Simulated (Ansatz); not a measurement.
# Ga2O3: the cost of one run

Computed with Ansatz 0.2.0 (DFT, PBE, plane-wave PAW, default files, scalar-relativistic, unless a step's input says otherwise).

### Step 1. The system as given

It takes space group C2/m (No. 12, monoclinic). The conventional cell has a = 12.214 Å, b = 3.037 Å, c = 5.798 Å, α = 90.00°, β = 103.83°, γ = 90.00°. Ga (site symmetry m) has 4 O at 1.83 to 1.86 Å as nearest neighbours. Ga (site symmetry m) has 6 O at 1.94 to 2.07 Å as nearest neighbours. O (site symmetry m) is surrounded by 3 Ga at 1.83 to 1.94 Å. O (site symmetry m) is surrounded by 4 Ga at 1.86 to 2.07 Å.

Structure file:

```cif
data_structure
_symmetry_space_group_name_H-M 'P 1'
_symmetry_Int_Tables_number 1
_cell_length_a 6.2930
_cell_length_b 6.2930
_cell_length_c 5.7981
_cell_angle_alpha 103.414
_cell_angle_beta 103.414
_cell_angle_gamma 27.928
_cell_volume 104.42
loop_
_atom_site_label
_atom_site_type_symbol
_atom_site_fract_x
_atom_site_fract_y
_atom_site_fract_z
_atom_site_occupancy
Ga1 Ga 0.09050 0.09050 0.79460 1
Ga2 Ga 0.90950 0.90950 0.20540 1
Ga3 Ga 0.65866 0.65866 0.31402 1
Ga4 Ga 0.34134 0.34134 0.68598 1
O1 O 0.16450 0.16450 0.10980 1
O2 O 0.83550 0.83550 0.89020 1
O3 O 0.17330 0.17330 0.56320 1
O4 O 0.82670 0.82670 0.43680 1
O5 O 0.49590 0.49590 0.25660 1
O6 O 0.50410 0.50410 0.74340 1
```

### Step 2. First run, atoms as given

The input, input.yaml:

```yaml
crystal:
  lattice:
    - [6.107, -1.51855, 0.0]
    - [6.107, 1.51855, 0.0]
    - [-1.3859888959, 0.0, 5.630008738]
  atoms:
    - { symbol: Ga, position: [0.0905, 0.0905, 0.7946] }
    - { symbol: Ga, position: [0.9095, 0.9095, 0.2054] }
    - { symbol: Ga, position: [0.65866, 0.65866, 0.31402] }
    - { symbol: Ga, position: [0.34134, 0.34134, 0.68598] }
    - { symbol: O, position: [0.1645, 0.1645, 0.1098] }
    - { symbol: O, position: [0.8355, 0.8355, 0.8902] }
    - { symbol: O, position: [0.1733, 0.1733, 0.5632] }
    - { symbol: O, position: [0.8267, 0.8267, 0.4368] }
    - { symbol: O, position: [0.4959, 0.4959, 0.2566] }
    - { symbol: O, position: [0.5041, 0.5041, 0.7434] }
kpoints:
  mp_grid: { grid: [10, 10, 6] }
scf:
  occupations: { method: fermi_dirac, width: 0.02 }
hamiltonian:
  xc: pbe
  pseudopotentials: { kind: paw }
output:
  forces: true
  stress: true
  populations: true
  efg:
    quadrupole_moments_barn: { Ga: 0.107, O: -0.02558 }
    contact_densities: true
  write_density: true
  write_potential: true
  elf: true
  volumetric_format: npy
```

The run is started by

```console
$ ansatz run input.yaml --threads 4 --pin off --max-ram 8192MiB --backend cpu --events-out ev --progress --plain --runs-dir out
```

What time and memory should one allow on 4 threads of AMD EPYC 9R14 (Zen 4), shared host?

About 10 s, with a peak of 0.99 GiB.
